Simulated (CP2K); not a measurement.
Runs of CP2K 2026.2 on ScAl. It takes space group Pm-3m (No. 221, cubic). Conventional cell: a = 3.370 Å, b = 3.370 Å, c = 3.370 Å, α = 90.00°, β = 90.00°, γ = 90.00°. Sc (site symmetry m-3m) is surrounded by 8 Al at 2.92 Å. Al (site symmetry m-3m) is surrounded by 8 Sc at 2.92 Å. The cell comes from a database or a generator and needn't be the stable form of this composition.

```csv
task,level,cutoff of the non-local correlation (Ry),points a segment of the path (NPOINTS),bands added on the path,gap on the mesh (eV),pressure (GPa)
single point,vdW-DF-cx,300,-,-,none,-0.9
single point,rev-vdW-DF2,300,-,-,none,-0.3
single point,BLYP,-,-,-,none,2.2
band structure,PBEsol,-,8,2,none,(a)
band structure,LDA,-,8,2,none,-2.9
band structure,r2SCAN,-,8,2,none,(b)
```

Alike in all rows: potentials or basis POTENTIAL_UZH Sc GTH-PBE-q11, Al GTH-PBE-q3; TZVP-MOLOPT-PBE-GTH basis; no spin polarisation; cell as given; k mesh 8 × 8 × 8; smearing fermi-dirac 0.05 eV.

Task: Fill in the values left out.

Result: (a) -1.3; (b) 0.5.

Caveats: the potentials were made for another functional, which shifts forces and pressure; the basis of atomic orbitals isn't converged, which shifts pressures, moduli and gaps.

A gap of «none» marks a metal or a gap under the smearing width.

Runs at the PBE level aren't shown here.
